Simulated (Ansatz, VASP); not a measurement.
**HfO2 in VASP and in Ansatz**

File INCAR:

```
  PREC = Accurate
  ENCUT = 520
  EDIFF = 1E-6
  ISMEAR = 0
  SIGMA = 0.05
  LREAL = F
  LASPH = T
  NELM = 100
  ALGO = Fast
  ISIF = 2
  LWAVE = F
  LCHARG = F
  LDIPOL = T
  IDIPOL = 3
  DIPOL = 0.5 0.5 0.500
  GGA = PE
  NBANDS = 56
```

KPOINTS

```
Automatic mesh
0
Gamma
  9 9 1
```

POSCAR

```
HfO2
1.0
    3.6045556798      0.0000000000      0.0000000000
   -1.8022778399      3.1216367881      0.0000000000
    0.0000000000      0.0000000000     25.3008758592
O Hf
8 4
Direct
    0.0000000000      0.0000000000      0.2964324256
    0.3333333333      0.6666666667      0.3545945897
    0.6666666667      0.3333333333      0.4127567538
    0.0000000000      0.0000000000      0.4709189179
    0.3333333333      0.6666666667      0.5290810821
    0.6666666667      0.3333333333      0.5872432462
    0.0000000000      0.0000000000      0.6454054103
    0.3333333333      0.6666666667      0.7035675744
    0.6666666667      0.3333333333      0.3255135076
    0.3333333333      0.6666666667      0.4418378359
    0.0000000000      0.0000000000      0.5581621641
    0.6666666667      0.3333333333      0.6744864924
```

Input for Ansatz:

```yaml
crystal:
  lattice:
    - [3.6045556798, 0.0, 0.0]
    - [-1.8022778399, 3.1216367881, 0.0]
    - [0.0, 0.0, 25.3008758592]
  atoms:
    - { symbol: O, position: [0.0, 0.0, 0.2964324256] }
    - { symbol: Hf, position: [0.6666666667, 0.3333333333, 0.3255135076] }
    - { symbol: O, position: [0.3333333333, 0.6666666667, 0.3545945897] }
    - { symbol: O, position: [0.6666666667, 0.3333333333, 0.4127567538] }
    - { symbol: Hf, position: [0.3333333333, 0.6666666667, 0.4418378359] }
    - { symbol: O, position: [0.0, 0.0, 0.4709189179] }
    - { symbol: O, position: [0.3333333333, 0.6666666667, 0.5290810821] }
    - { symbol: Hf, position: [0.0, 0.0, 0.5581621641] }
    - { symbol: O, position: [0.6666666667, 0.3333333333, 0.5872432462] }
    - { symbol: O, position: [0.0, 0.0, 0.6454054103] }
    - { symbol: Hf, position: [0.6666666667, 0.3333333333, 0.6744864924] }
    - { symbol: O, position: [0.3333333333, 0.6666666667, 0.7035675744] }
basis:
  ecutwfc: 420
kpoints:
  mp_grid: { grid: [9, 9, 1] }
hamiltonian:
  xc: pbe
scf:
  occupations: { method: gaussian, width: 0.05 }
output:
  forces: true
  eigenvalues: true
  write_density: true
  write_potential: true
  elf: true
  volumetric_format: npy
efield:
  axis: 3
  dipole_correction: true
  ramp_width: 0.04
```

Alike in both runs: task single point; functional PBE; k mesh 9 × 9 × 1; occupations gaussian, width 0.05 eV; no spin polarisation.

|  | VASP | Ansatz |
| --- | --- | --- |
| version | VASP 6.6.1 | Ansatz 0.2.0 |
| potentials or method | VASP PAW PBE potentials, release 64 (O, Hf_pv) | scalar-relativistic, plane waves, PAW |
| plane-wave cutoff (eV) | 520 | 420 |
| valence electrons in the cell | 88 | 152 |

Ansatz gave:

- gap on the k mesh at the Fermi level (eV): 4.07
- least direct gap on the mesh (eV): 4.07
- rms of the force components (eV/Å): 0.296

Q: Estimate VASP's values.

A: gap on the k mesh at the Fermi level (eV): 4.06; least direct gap on the mesh (eV): 4.06; rms of the force components (eV/Å): 0.310.

The two sets of potentials don't hold the same shells in valence. Ansatz warned: «xc_potential_rough_in_thin_density».

Caveats: spin-orbit coupling is left out, which moves the levels of the heavy elements.
